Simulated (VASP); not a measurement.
# TaN (P6_3/mmc) in VASP: a series of runs

The runs below take TaN through single point, with LDA+U.

Program: VASP 6.6.1. These are calculated values, not measurements. Logs are shortened: lines on timing, memory, paths and dates and some standing lists are left out, and cuts for length are marked.

## 1. Starting point

The structure is hexagonal, space group P6_3/mmc (No. 194). Conventional cell: a = 3.048 Å, b = 3.048 Å, c = 4.918 Å, α = 90.00°, β = 90.00°, γ = 120.00°. Around Ta (site symmetry -3m) lie 6 N at 2.15 Å and 2 Ta at 2.46 Å. Around N (site symmetry -6m2) lie 6 Ta at 2.15 Å.

## 2. Single point, LDA+U, collinear spin, zero start

Input file INCAR:

```
ALGO = Normal
EDIFF = 1E-6
ENCUT = 520
GGA = CA
ISIF = 2
ISMEAR = 0
ISPIN = 2
LASPH = True
LCHARG = False
LDAU = True
LDAUJ = 0 0
LDAUL = 2 -1
LDAUPRINT = 1
LDAUTYPE = 2
LDAUU = 6 0
LMAXMIX = 4
LORBIT = 11
LREAL = False
LWAVE = False
MAGMOM = 0 0 0 0
NBANDS = 28
NELM = 80
PREC = Accurate
SIGMA = 0.05
```

Input file KPOINTS:

```
k-points
0
Gamma
  7 7 4
```

Input file POSCAR:

```
TaN
1.0
    3.0480018400      0.0000000000      0.0000000000
   -1.5240009200      2.6396470300      0.0000000000
    0.0000000000      0.0000000000      4.9179997800
Ta N
2 2
Direct
    0.0000000000      0.0000000000      0.0000000000
    0.0000000000      0.0000000000      0.5000000000
    0.3333333333      0.6666666667      0.2500000000
    0.6666666667      0.3333333333      0.7500000000
```

Potentials or basis: VASP PAW LDA potentials, release 64 (Ta_pv, N).

Run with:

```bash
$ cat potpaw_LDA.64/Ta_pv/POTCAR potpaw_LDA.64/N/POTCAR > POTCAR
$ mpirun -np 1 vasp_std > vasp.out
```

OUTCAR:

```text
EDIFF = 1E-6
   ENCUT = 520
   GGA = CA
   ISIF = 2
   ISMEAR = 0
   ISPIN = 2
   LASPH = True
   LORBIT = 11
   LREAL = False
   NELM = 80
   PREC = Accurate

 ion  position               nearest neighbor table
   1  0.000  0.000  0.000-   3 2.15   4 2.15   4 2.15   3 2.15   4 2.15   3 2.15   2 2.46   2 2.46

   2  0.000  0.000  0.500-   3 2.15   4 2.15   4 2.15   3 2.15   4 2.15   3 2.15   1 2.46   1 2.46

   3  0.333  0.667  0.250-   1 2.15   2 2.15   1 2.15   2 2.15   1 2.15   2 2.15
   4  0.667  0.333  0.750-   1 2.15   2 2.15   1 2.15   2 2.15   1 2.15   2 2.15

  LATTYP: Found a hexagonal cell.
 ALAT       =     3.0480018400
 C/A-ratio  =     1.6135160142

  Lattice vectors:

 A1 = (   3.0480018400,   0.0000000000,   0.0000000000)
 A2 = (  -1.5240009200,   2.6396470300,   0.0000000000)
 A3 = (   0.0000000000,   0.0000000000,   4.9179997800)

Analysis of symmetry for initial positions (statically):
=====================================================================
 Subroutine PRICEL returns:
 Original cell was already a primitive cell.

 Routine SETGRP: Setting up the symmetry group for a
 hexagonal supercell.

 Subroutine GETGRP returns: Found 24 space group operations
 (whereof 12 operations were pure point group operations)
 out of a pool of 24 trial point group operations.

The static configuration has the point symmetry D_3d.
 The point group associated with its full space group is D_6h.

Analysis of symmetry for dynamics (positions and initial velocities):
=====================================================================
 Subroutine PRICEL returns:
 Original cell was already a primitive cell.

 Routine SETGRP: Setting up the symmetry group for a
 hexagonal supercell.

 Subroutine GETGRP returns: Found 24 space group operations
 (whereof 12 operations were pure point group operations)
 out of a pool of 24 trial point group operations.

The dynamic configuration has the point symmetry D_3d.
 The point group associated with its full space group is D_6h.

Analysis of structural, dynamic, and magnetic symmetry:
=====================================================================
 Subroutine PRICEL returns:
 Original cell was already a primitive cell.

 Routine SETGRP: Setting up the symmetry group for a
 hexagonal supercell.

 Subroutine GETGRP returns: Found 24 space group operations
 (whereof 12 operations were pure point group operations)
 out of a pool of 24 trial point group operations.

The overall configuration has the point symmetry D_3d.
 The point group associated with its full space group is D_6h.

 Subroutine INISYM returns: Found 24 space group operations
 (whereof 12 operations are pure point group operations),
 and found     1 'primitive' translations

----------------------------------------------------------------------------------------

                                     Primitive cell

  volume of cell :      39.5685

[... 156 lines left out ...]
 occupancies and eigenvectors

  o =  0.2076  v =  0.9724  0.0000  0.0000 -0.2334 -0.0000  0.0000  0.0000  0.0000  0.0000  0.0000      0.0000  0.0000  0.0000  0.0000  0.0000  0.0000  0.0000  0.0000  0.0000  0.0000
  o =  0.2076  v =  0.0000 -0.2334 -0.0000 -0.0000  0.9724  0.0000  0.0000  0.0000  0.0000  0.0000      0.0000  0.0000  0.0000  0.0000  0.0000  0.0000  0.0000  0.0000  0.0000  0.0000
  o =  0.2076  v =  0.0000  0.0000  0.0000  0.0000  0.0000  0.9723  0.0000  0.0000 -0.2336 -0.0000      0.0000  0.0000  0.0000  0.0000  0.0000  0.0000  0.0000  0.0000  0.0000  0.0000
  o =  0.2076  v =  0.0000  0.0000  0.0000  0.0000  0.0000  0.0000 -0.2336 -0.0000 -0.0000  0.9723      0.0000  0.0000  0.0000  0.0000  0.0000  0.0000  0.0000  0.0000  0.0000  0.0000
  o =  0.2511  v =  0.0000  0.0000  0.0000  0.0000  0.0000 -0.2336  0.0000 -0.0000 -0.9723  0.0000      0.0000  0.0000  0.0000  0.0000  0.0000  0.0000  0.0000  0.0000  0.0000  0.0000
  o =  0.2511  v =  0.0000  0.0000  0.0000  0.0000  0.0000  0.0000  0.9723 -0.0000  0.0000  0.2336      0.0000  0.0000  0.0000  0.0000  0.0000  0.0000  0.0000  0.0000  0.0000  0.0000
  o =  0.2511  v = -0.2334  0.0000 -0.0000 -0.9724  0.0000  0.0000  0.0000  0.0000  0.0000  0.0000      0.0000  0.0000  0.0000  0.0000  0.0000  0.0000  0.0000  0.0000  0.0000  0.0000
  o =  0.2511  v =  0.0000  0.9724 -0.0000  0.0000  0.2334  0.0000  0.0000  0.0000  0.0000  0.0000      0.0000  0.0000  0.0000  0.0000  0.0000  0.0000  0.0000  0.0000  0.0000  0.0000
  o =  0.3956  v = -0.0000 -0.0000 -1.0000  0.0000 -0.0000  0.0000  0.0000  0.0000  0.0000  0.0000      0.0000  0.0000  0.0000  0.0000  0.0000  0.0000  0.0000  0.0000  0.0000  0.0000
  o =  0.3956  v =  0.0000  0.0000  0.0000  0.0000  0.0000 -0.0000 -0.0000 -1.0000  0.0000 -0.0000      0.0000  0.0000  0.0000  0.0000  0.0000  0.0000  0.0000  0.0000  0.0000  0.0000

atom =   2  type =  1  l = 2

 onsite density matrix

spin component  1

  0.2100 -0.0000  0.0000 -0.0099 -0.0000
 -0.0000  0.2488 -0.0000  0.0000 -0.0099
  0.0000 -0.0000  0.3956  0.0000  0.0000
 -0.0099  0.0000  0.0000  0.2488 -0.0000
 -0.0000 -0.0099  0.0000 -0.0000  0.2100

spin component  2

  0.2100 -0.0000  0.0000 -0.0099 -0.0000
 -0.0000  0.2488 -0.0000  0.0000 -0.0099
  0.0000 -0.0000  0.3956  0.0000  0.0000
 -0.0099  0.0000  0.0000  0.2488 -0.0000
 -0.0000 -0.0099  0.0000 -0.0000  0.2100

 occupancies and eigenvectors

  o =  0.2076  v =  0.9724  0.0000 -0.0000  0.2334  0.0000  0.0000  0.0000  0.0000  0.0000  0.0000      0.0000  0.0000  0.0000  0.0000  0.0000  0.0000  0.0000  0.0000  0.0000  0.0000
  o =  0.2076  v =  0.0000 -0.2334  0.0000  0.0000 -0.9724  0.0000  0.0000  0.0000  0.0000  0.0000      0.0000  0.0000  0.0000  0.0000  0.0000  0.0000  0.0000  0.0000  0.0000  0.0000
  o =  0.2076  v =  0.0000  0.0000  0.0000  0.0000  0.0000  0.9723  0.0000 -0.0000  0.2336  0.0000      0.0000  0.0000  0.0000  0.0000  0.0000  0.0000  0.0000  0.0000  0.0000  0.0000
  o =  0.2076  v =  0.0000  0.0000  0.0000  0.0000  0.0000  0.0000 -0.2336  0.0000  0.0000 -0.9723      0.0000  0.0000  0.0000  0.0000  0.0000  0.0000  0.0000  0.0000  0.0000  0.0000
  o =  0.2511  v =  0.0000  0.0000  0.0000  0.0000  0.0000  0.2336  0.0000  0.0000 -0.9723 -0.0000      0.0000  0.0000  0.0000  0.0000  0.0000  0.0000  0.0000  0.0000  0.0000  0.0000
  o =  0.2511  v =  0.0000  0.0000  0.0000  0.0000  0.0000 -0.0000  0.9723  0.0000  0.0000 -0.2336      0.0000  0.0000  0.0000  0.0000  0.0000  0.0000  0.0000  0.0000  0.0000  0.0000
  o =  0.2511  v =  0.2334  0.0000  0.0000 -0.9724 -0.0000  0.0000  0.0000  0.0000  0.0000  0.0000      0.0000  0.0000  0.0000  0.0000  0.0000  0.0000  0.0000  0.0000  0.0000  0.0000
  o =  0.2511  v = -0.0000  0.9724  0.0000  0.0000 -0.2334  0.0000  0.0000  0.0000  0.0000  0.0000      0.0000  0.0000  0.0000  0.0000  0.0000  0.0000  0.0000  0.0000  0.0000  0.0000
  o =  0.3956  v =  0.0000 -0.0000  1.0000  0.0000  0.0000  0.0000  0.0000  0.0000  0.0000  0.0000      0.0000  0.0000  0.0000  0.0000  0.0000  0.0000  0.0000  0.0000  0.0000  0.0000
  o =  0.3956  v =  0.0000  0.0000  0.0000  0.0000  0.0000  0.0000 -0.0000  1.0000 -0.0000  0.0000      0.0000  0.0000  0.0000  0.0000  0.0000  0.0000  0.0000  0.0000  0.0000  0.0000

 number of electron      32.0000002 magnetization       0.0000025

 Free energy of the ion-electron system (eV)
  ---------------------------------------------------
  ext. energy  EPLUGINS =         0.00000000
  ---------------------------------------------------
  free energy    TOTEN  =       -34.68901612 eV

  energy without entropy =      -34.68732682  energy(sigma->0) =      -34.68817147

 E-fermi :  10.5784     XC(G=0): -13.9864

 val. band max:       10.5709318045   @ k =   0.4286   0.1429   0.2500
 cond. band min:      10.7594989288   @ k =   0.0000   0.0000   0.5000
 fundamental gap:      0.1885671243
 Fermi energy:        10.5783704088

 spin component 1

 k-point     1 :       0.0000    0.0000    0.0000
  band No.  band energies     occupation
      1     -27.5471      1.00000
      2     -25.7946      1.00000
      3     -25.7946      1.00000
      4     -25.4213      1.00000
      5     -25.4213      1.00000
      6     -24.5189      1.00000
[... 733 lines left out ...]
     27      20.9616      0.00000
     28      20.9616      0.00000
 Fermi energy:        10.5783704088

 spin component 2

 k-point     1 :       0.0000    0.0000    0.0000
  band No.  band energies     occupation
      1     -27.5471      1.00000
      2     -25.7946      1.00000
      3     -25.7946      1.00000
      4     -25.4213      1.00000
      5     -25.4213      1.00000
      6     -24.5190      1.00000
[... 733 lines left out ...]
     27      20.9616      0.00000
     28      20.9616      0.00000

------------------------ aborting loop because EDIFF is reached ----------------------------------------

  FORCE on cell =-STRESS in cart. coord.  units (eV):
  Direction    XX          YY          ZZ          XY          YZ          ZX
  --------------------------------------------------------------------------------------
  -------------------------------------------------------------------------------------
  Total        8.7757731      8.7757731     31.2019930      0.0000000     -0.0000000      0.0000000
  in kB      355.3418674    355.3418689   1263.4071486      0.0000000     -0.0000000      0.0000000
  external PRESSURE =     658.0302949 kB  Pullay stress =       0.0000000 kB

 VOLUME and BASIS-vectors are now :
 -----------------------------------------------------------------------------
  energy-cutoff  :      520.00
  volume of cell :       39.57
      direct lattice vectors                 reciprocal lattice vectors
     3.048001840  0.000000000  0.000000000     0.328083791  0.189419265  0.000000000
    -1.524000920  2.639647030  0.000000000     0.000000000  0.378838530  0.000000000
     0.000000000  0.000000000  4.917999780     0.000000000  0.000000000  0.203334698

 POSITION                                       TOTAL-FORCE (eV/Angst)
 -----------------------------------------------------------------------------------
      0.00000      0.00000      0.00000        -0.000000     -0.000000      0.000000
      0.00000      0.00000      2.45900        -0.000000     -0.000000      0.000000
     -0.00000      1.75976      1.22950        -0.000000      0.000000      0.000000
      1.52400      0.87988      3.68850         0.000000     -0.000000      0.000000
 -----------------------------------------------------------------------------------
    total drift:                               -0.000000      0.000000      0.000000

  FREE ENERGIE OF THE ION-ELECTRON SYSTEM (eV)
  ---------------------------------------------------
  free  energy   TOTEN  =       -34.6890161170 eV

  energy  without entropy=      -34.6873268230  energy(sigma->0) =      -34.68817147

 total charge

# of ion       s       p       d       tot
------------------------------------------
    1        0.346   6.318   2.570   9.234
    2        0.346   6.318   2.570   9.234
    3        1.226   2.597   0.000   3.823
    4        1.226   2.597   0.000   3.823
--------------------------------------------------
tot          3.144  17.830   5.140  26.114

 magnetization (x)

# of ion       s       p       d       tot
------------------------------------------
    1        0.000  -0.000  -0.000  -0.000
    2        0.000  -0.000  -0.000  -0.000
    3        0.000   0.000   0.000   0.000
    4        0.000   0.000   0.000   0.000
--------------------------------------------------
tot          0.000   0.000  -0.000   0.000
```

Wall time 23 s (1 thread of Intel Xeon Platinum 8488C (Sapphire Rapids), shared host); peak memory 0.17 GiB.

Results:

```
Free energy                                           : -34.6890 eV
Pressure                                              : 65.8 GPa
Band gap on the k mesh                                : none (metal or under the smearing width)
Net moment                                            : 0.00 μB per cell
Valence electrons inside the program's atomic spheres : Ta 9.23; N 3.82
```

Levels at points of the mesh, in eV from the Fermi level:
Spin up:
| k point | band 13 | band 14 | band 15 | band 16 | band 17 | band 18 | band 19 | band 20 |
| --- | --- | --- | --- | --- | --- | --- | --- | --- |
| (0.00, 0.00, 0.00) | -4.06 | -4.06 | -4.05 | -1.67 | -1.67 | -0.30 | -0.30 | 2.35 |
| (0.00, 0.00, 0.50) | -6.48 | -6.48 | -0.45 | -0.45 | 0.18 | 0.18 | 0.18 | 0.18 |
Spin down:
```csv
k point,band 13,band 14,band 15,band 16,band 17,band 18,band 19,band 20
"(0.00, 0.00, 0.00)",-4.06,-4.06,-4.05,-1.67,-1.67,-0.30,-0.30,2.35
"(0.00, 0.00, 0.50)",-6.48,-6.48,-0.45,-0.45,0.18,0.18,0.18,0.18
```

Eigenvalues of the final occupation matrices:
```csv
site,spin,trace,eigenvalues
site 1 d,1,1.31,0.21 0.21 0.25 0.25 0.40
site 1 d,2,1.31,0.21 0.21 0.25 0.25 0.40
site 2 d,1,1.31,0.21 0.21 0.25 0.25 0.40
site 2 d,2,1.31,0.21 0.21 0.25 0.25 0.40
```

Caveat: a pressure of tens of GPa on the cell as given is suspect, and the run, the potentials or the cell itself is likely at fault.

## 3. Single point, LDA+U, collinear spin, random start

Input file INCAR:

```
PREC = Accurate
ENCUT = 520
EDIFF = 1E-6
ISMEAR = 0
SIGMA = 0.05
LREAL = False
LASPH = True
NELM = 100
ALGO = Normal
ISIF = 2
LWAVE = False
LCHARG = True
ISPIN = 2
MAGMOM = -0.17 -0.41 0 0
LORBIT = 11
LMAXMIX = 4
LDAU = True
LDAUTYPE = 2
LDAUL = 2 -1
LDAUU = 6 0
LDAUJ = 0 0
LDAUPRINT = 1
GGA = CA
LELF = True
LVHAR = True
NBANDS = 28
```

Input file KPOINTS:

```
regular mesh
0
Gamma
  7 7 4
```

POSCAR is that of step 2.

Potentials or basis: VASP PAW LDA potentials, release 64 (Ta_pv, N).

Run with:

```bash
$ cat potpaw_LDA.64/Ta_pv/POTCAR potpaw_LDA.64/N/POTCAR > POTCAR
$ mpirun -np 1 vasp_std > vasp.out
```

It took 28 s on 1 thread of Intel Xeon Platinum 8488C (Sapphire Rapids), shared host; peak memory 0.18 GiB.

The run converged. Its results:

| Item | Value |
| --- | --- |
| Free energy | -34.6890 eV |
| Pressure | 65.8 GPa |
| Band gap on the k mesh | none (metal or under the smearing width) |
| Net moment | 0.00 μB per cell |
| Valence electrons inside the program's atomic spheres | Ta 9.23; N 3.82 |

Stress tensor (GPa, compression positive):
```
 35.54   0.00   0.00
  0.00  35.54   0.00
  0.00   0.00 126.35
```

Levels at points of the mesh, in eV from the Fermi level:
Spin up:
```tsv
k point	band 13	band 14	band 15	band 16	band 17	band 18	band 19	band 20
(0.00, 0.00, 0.00)	-4.06	-4.06	-4.05	-1.67	-1.67	-0.30	-0.30	2.35
(0.00, 0.00, 0.50)	-6.48	-6.48	-0.45	-0.45	0.18	0.18	0.18	0.18
```
Spin down:
```tsv
k point	band 13	band 14	band 15	band 16	band 17	band 18	band 19	band 20
(0.00, 0.00, 0.00)	-4.06	-4.06	-4.05	-1.67	-1.67	-0.30	-0.30	2.35
(0.00, 0.00, 0.50)	-6.48	-6.48	-0.45	-0.45	0.18	0.18	0.18	0.18
```

Eigenvalues of the final occupation matrices:
| site | spin | trace | eigenvalues |
| --- | --- | --- | --- |
| site 1 d | 1 | 1.31 | 0.21 0.21 0.25 0.25 0.40 |
| site 1 d | 2 | 1.31 | 0.21 0.21 0.25 0.25 0.40 |
| site 2 d | 1 | 1.31 | 0.21 0.21 0.25 0.25 0.40 |
| site 2 d | 2 | 1.31 | 0.21 0.21 0.25 0.25 0.40 |

Caveat: a pressure of tens of GPa on the cell as given is suspect, and the run, the potentials or the cell itself is likely at fault. The state reached can hang on the start; a lower one may exist.

(Part 1 of 2 ends here.)
